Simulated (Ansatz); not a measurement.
## Ionic part of the dielectric constant of AlP at 12 GPa, mode by mode

The calculation used DFT PBE, scalar-relativistic, plane waves, PAW in Ansatz. Plane waves to 420 eV; Γ-centred k mesh 10×10×10; fixed occupations. No spin polarisation. Phonons by linear response, acoustic sum rule imposed.

The structure is cubic, space group F-43m (No. 216). The conventional cell has a = 5.301 Å, b = 5.301 Å, c = 5.301 Å, α = 90.00°, β = 90.00°, γ = 90.00°. Al (site symmetry -43m) has 4 P at 2.30 Å as nearest neighbours. Around P (site symmetry -43m) lie 4 Al at 2.30 Å.

The primitive cell has V = 37.25 Å³ and ε∞,yy = 8.040. Each polar mode adds Δε = (4.92064×10⁷/V)·S/ν² along y, with S its oscillator strength in e²/amu, ν in cm⁻¹ and V in Å³.

Problem. From these modes, find each Δε and ε0,yy.
| ν (cm⁻¹) | S_yy (e²/amu) |
| --- | --- |
| 488.9 | 0.3291 |

Solution.
```csv
ν (cm⁻¹),Δε
488.9,1.82
```

The sum is 1.819, so ε0,yy = 9.86; the run's tensor has 9.86.

Problem. Where do the longitudinal modes lie for a wave vector along y?

Solution. At 541 cm⁻¹. The Lyddane–Sachs–Teller product Π(ν_LO/ν_TO)² = 1.23 matches ε0/ε∞ = 1.23.

Cost: 1 run of about 0.69 core-minutes, on Arm Neoverse V1 (shared hosts).